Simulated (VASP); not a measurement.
## VASP 6.6.1 run: CdSe

INCAR

```
GGA = PE
NBANDS = 16
ISMEAR = -1
LREAL = .FALSE.
IBRION = -1
NSW = 0
LCHARG = .FALSE.
NELM = 94
PREC = Accurate
LASPH = .TRUE.
SIGMA = 0.02
LWAVE = .FALSE.
EDIFF = 1E-7
ISIF = 2
ENCUT = 300
```

KPOINTS

```
KPOINTS created by Atomic Simulation Environment
0
Gamma
8 8 8
0 0 0
```

POSCAR

```
Cd Se
 1.0000000000000000
     0.0000000000000000    3.1904922039999999    3.1904922039999999
     3.1904922039999999    0.0000000000000000    3.1904922039999999
     3.1904922039999999    3.1904922039999999    0.0000000000000000
 Cd  Se
   1   1
Cartesian
  0.0000000000000000  0.0000000000000000  0.0000000000000000
  1.5952461019999999  1.5952461019999999  1.5952461019999999
```

The recommended PBE PAW datasets give the neutral cell 18 valence electrons.

Command

```
mpirun -np 1 vasp_std
```

OSZICAR

```
N       E                     dE             d eps       ncg     rms          rms(c)
DAV:   1     0.669322238576E+02    0.66932E+02   -0.65464E+03  1000   0.632E+02
DAV:   2    -0.369891205070E+01   -0.70631E+02   -0.68295E+02  1160   0.189E+02
DAV:   3    -0.584612216947E+01   -0.21472E+01   -0.21442E+01  1112   0.337E+01
DAV:   4    -0.585453263590E+01   -0.84105E-02   -0.84102E-02  1232   0.200E+00
DAV:   5    -0.585458878296E+01   -0.56147E-04   -0.56147E-04  1088   0.147E-01    0.491E+00
DAV:   6    -0.546363966481E+01    0.39095E+00   -0.58176E-01  1160   0.763E+00    0.405E+00
DAV:   7    -0.544303047195E+01    0.20609E-01   -0.12840E-01  1064   0.220E+00    0.180E+00
DAV:   8    -0.544319801742E+01   -0.16755E-03   -0.99659E-03  1056   0.106E+00    0.226E-01
DAV:   9    -0.544344244686E+01   -0.24443E-03   -0.12853E-03  1128   0.380E-01    0.618E-02
DAV:  10    -0.544351919403E+01   -0.76747E-04   -0.13992E-04  1168   0.127E-01    0.438E-02
DAV:  11    -0.544357297301E+01   -0.53779E-04   -0.80682E-05  1112   0.513E-02    0.152E-02
DAV:  12    -0.544357284442E+01    0.12859E-06   -0.11660E-06  1064   0.748E-03    0.612E-03
DAV:  13    -0.544357372537E+01   -0.88095E-06   -0.20466E-06  1152   0.684E-03    0.325E-03
DAV:  14    -0.544357380778E+01   -0.82412E-07   -0.19387E-08   864   0.121E-03
   1 F= -.54435738E+01 E0= -.54435732E+01  d E =-.120282E-05
```

From OUTCAR

```
k-points           NKPTS =     29   k-points in BZ     NKDIM =     29   number of bands    NBANDS=     16

   NELECT =      18.0000    total number of electrons

   dimension x,y,z NGX =    28 NGY =   28 NGZ =   28
   dimension x,y,z NGXF=    56 NGYF=   56 NGZF=   56

  energy-cutoff  :      300.00
  volume of cell :       64.95
      direct lattice vectors                 reciprocal lattice vectors
     0.000000000  3.190492204  3.190492204    -0.156715631  0.156715631  0.156715631
     3.190492204  0.000000000  3.190492204     0.156715631 -0.156715631  0.156715631
     3.190492204  3.190492204  0.000000000     0.156715631  0.156715631 -0.156715631

 k-points in reciprocal lattice and weights: KPOINTS created by Atomic Simulation Env
   0.00000000  0.00000000  0.00000000       0.002
   0.12500000  0.00000000  0.00000000       0.016
   0.25000000  0.00000000  0.00000000       0.016
   0.37500000  0.00000000  0.00000000       0.016
   0.50000000  0.00000000  0.00000000       0.008
   0.12500000  0.12500000  0.00000000       0.012
   0.25000000  0.12500000  0.00000000       0.047
   0.37500000  0.12500000  0.00000000       0.047
   ...

 E-fermi :   0.0722

 k-point     1 :       0.0000    0.0000    0.0000
  band No.  band energies     occupation
      1     -11.9866      2.00000
      2      -7.6316      2.00000
      3      -7.6316      2.00000
      4      -7.6316      2.00000
      5      -7.3894      2.00000
      6      -7.3894      2.00000
      7      -0.0915      1.99944
      8      -0.0915      1.99944
      9      -0.0915      1.99944
     10       0.2129      0.00176
     11       5.7966      0.00000
     12       5.7966      0.00000
     13       5.7966      0.00000
     14       9.1032      0.00000
     15      10.6707      0.00000
     16      10.6707      0.00000

 k-point     2 :       0.1250    0.0000    0.0000
  band No.  band energies     occupation
      1     -11.9489      2.00000
      2      -7.6202      2.00000
      3      -7.6202      2.00000
      4      -7.5923      2.00000
      5      -7.3897      2.00000
      6      -7.3897      2.00000
      7      -1.2147      2.00000
      8      -0.1852      1.99999
      9      -0.1852      1.99999
     10       1.2064      0.00000
     11       5.5496      0.00000
     12       5.9634      0.00000
     13       5.9634      0.00000
     14       9.8283      0.00000
     15      10.0127      0.00000
     16      10.0127      0.00000

 k-point     3 :       0.2500    0.0000    0.0000
  band No.  band energies     occupation
      1     -11.8572      2.00000
      2      -7.5955      2.00000
      3      -7.5955      2.00000
      4      -7.4702      2.00000
      5      -7.3874      2.00000
      6      -7.3874      2.00000
      7      -2.4166      2.00000
      8      -0.3946      2.00000
      9      -0.3946      2.00000
     10       1.9099      0.00000
     11       5.6297      0.00000
     12       6.2390      0.00000
     13       6.2390      0.00000
     14       9.7755      0.00000
     15       9.7762      0.00000
     16       9.7762      0.00000

 ...

  Total       -1.2405317     -1.2405317     -1.2405317      0.0000000      0.0000000      0.0000000
  in kB      -30.5995751    -30.5995751    -30.5995751      0.0000000      0.0000000      0.0000000
  external PRESSURE =     -30.5995751 kB  Pullay stress =       0.0000000 kB

 POSITION                                       TOTAL-FORCE (eV/Angst)
 -----------------------------------------------------------------------------------
      0.00000      0.00000      0.00000        -0.000000     -0.000000      0.000000
      1.59525      1.59525      1.59525         0.000000      0.000000     -0.000000
 -----------------------------------------------------------------------------------
    total drift:                               -0.000002     -0.000002     -0.000002

  FREE ENERGIE OF THE ION-ELECTRON SYSTEM (eV)
  ---------------------------------------------------
  free  energy   TOTEN  =        -5.4435738078 eV

  energy  without entropy=       -5.4435726050  energy(sigma->0) =       -5.44357321
```

It converged. Results: gap between bands v and c on the k mesh 0.30 eV; least direct gap on the k mesh 0.30 eV; pressure -3.1 GPa. Band v is the last that the valence electrons fill when counted band by band, and c is the next.

For comparison, a separate PBE run of the intended cell, on usual settings and not on those above, gives a gap of 0.31 eV on its mesh and a pressure of -3.0 GPa.

The run above took about 14 s on one core of a shared host (Intel Xeon Platinum 8488C) and held 0.16 GiB at most.
